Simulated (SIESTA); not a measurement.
The system is ZnS (Wurtzite-4H).

```
Zn S
1.0
     3.82270    0.00000    0.00000
    -1.91135    3.31056    0.00000
     0.00000    0.00000   12.52000
Zn S
4 4
Direct
  0.66667 0.33333 0.75000
  0.33333 0.66667 0.25000
  0.00000 0.00000 0.50000
  0.00000 0.00000 0.00000
  0.66667 0.33333 0.93750
  0.33333 0.66667 0.43750
  0.00000 0.00000 0.68750
  0.00000 0.00000 0.18750
```

Program: SIESTA 5.4.2. Alike in all runs: task band structure; no spin polarisation; cell as given; k mesh 8 × 8 × 3; smearing fermi-dirac 0.05 eV; grid cutoff 800 Ry.

Task: Order these runs on this cell by their band gap on the k mesh, lowest first.
A. level PBE; potentials or basis PseudoDojo 0.4 standard (PBE files), TZDP (energy shift 0.01 Ry); energy shift 0.01 Ry
B. level PW86PBE; potentials or basis PseudoDojo 0.4 standard (PBE files), DZP (energy shift 0.002 Ry); energy shift 0.002 Ry
C. level PBEsol; potentials or basis PseudoDojo 0.4 standard (PBEsol files), DZP (energy shift 0.002 Ry); energy shift 0.002 Ry

Result: A (2.42 eV), C (2.63 eV), B (2.80 eV).

Caveats: the valence orbitals were made in a potential fitted to the semicore shell under them, which widens gaps by tenths of an eV or more; the basis of atomic orbitals isn't converged, which shifts pressures, moduli and gaps.

A k mesh can miss the band edges.

Not every run made on this cell is shown here.
